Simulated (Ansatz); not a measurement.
# Li2Se: the cost of one run

Method: DFT PBEsol, scalar-relativistic, plane waves, PAW, in Ansatz 0.2.0.

### Step 1. The starting structure

The structure is cubic, space group Fm-3m (No. 225). The conventional cell has a = 6.005 Å, b = 6.005 Å, c = 6.005 Å, α = 90.00°, β = 90.00°, γ = 90.00°. Li (site symmetry -43m) has 4 Se at 2.60 Å as nearest neighbours. Se (site symmetry m-3m) is surrounded by 8 Li at 2.60 Å.

Structure file:

```
Li Se
1.0
     0.00000    3.00250    3.00250
     3.00250    0.00000    3.00250
     3.00250    3.00250    0.00000
Li Se
2 1
Direct
  0.25000 0.25000 0.25000
  0.75000 0.75000 0.75000
  0.00000 0.00000 0.00000
```

Source of the structure: the Crystallography Open Database.

(A quick probe on a coarse mesh, which set the mesh and smearing, is not shown.)

### Step 3. Relaxing cell and atoms

Input file input.yaml:

```yaml
crystal:
  lattice:
    - [0.0, 3.0025, 3.0025]
    - [3.0025, 0.0, 3.0025]
    - [3.0025, 3.0025, 0.0]
  atoms:
    - { symbol: Li, position: [0.25, 0.25, 0.25] }
    - { symbol: Li, position: [0.75, 0.75, 0.75] }
    - { symbol: Se, position: [0.0, 0.0, 0.0] }
basis:
  ecutwfc: 420
kpoints:
  mp_grid: { grid: [8, 8, 8] }
hamiltonian:
  xc: pbesol
scf:
  occupations: { method: gaussian, width: 0.02 }
output:
  forces: true
  stress: true
  eigenvalues: true
relax:
  adjacent_minimum: "off"
  f_tol: 0.005
  max_steps: 80
  cell: { stress_tol: 0.05 }
```

Command:

```
$ ansatz run input.yaml --threads 1 --pin off --max-ram 1228MiB --backend cpu --events-out ev --progress --plain --runs-dir out
```

**Question.** How long does this run take on 1 thread of Intel Xeon 6975P-C (Granite Rapids), shared host, and how much memory does it need?

About 3.6 s, with a peak of 0.35 GiB.
